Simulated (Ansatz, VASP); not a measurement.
# GaN in VASP and in Ansatz

```xyz
4
Lattice="3.2184 0.0000 0.0000 -1.6092 2.7872 0.0000 0.0000 0.0000 5.2432" Properties=species:S:1:pos:R:3 pbc="T T T"
Ga    1.6092    0.9291    2.6170
Ga    0.0000    1.8581    5.2386
N     1.6092    0.9291    4.5923
N     0.0000    1.8581    1.9707
```

Alike in both runs: functional PBE; k mesh 12 × 12 × 6; occupations gaussian, width 0.02 eV; no spin polarisation.

Ansatz relaxed the structure, and its values are those at the end. VASP's run is a single point on that final structure, the one shown.

```csv
,VASP,Ansatz
version,VASP 6.6.1,Ansatz 0.2.0
potentials or method,"VASP PAW PBE potentials, release 64 (Ga_d, N)","scalar-relativistic, plane waves, PAW"
plane-wave cutoff (eV),520,420
valence electrons in the cell,36,36
```

```csv
,VASP,Ansatz,Ansatz less VASP
gap on the k mesh at the Fermi level (eV),1.72,1.71,-0.005
least direct gap on the mesh (eV),1.72,1.71,-0.005
pressure (GPa),0.1,0.0,-0.11
```

As with any semilocal functional, this PBE gap is likely too small.
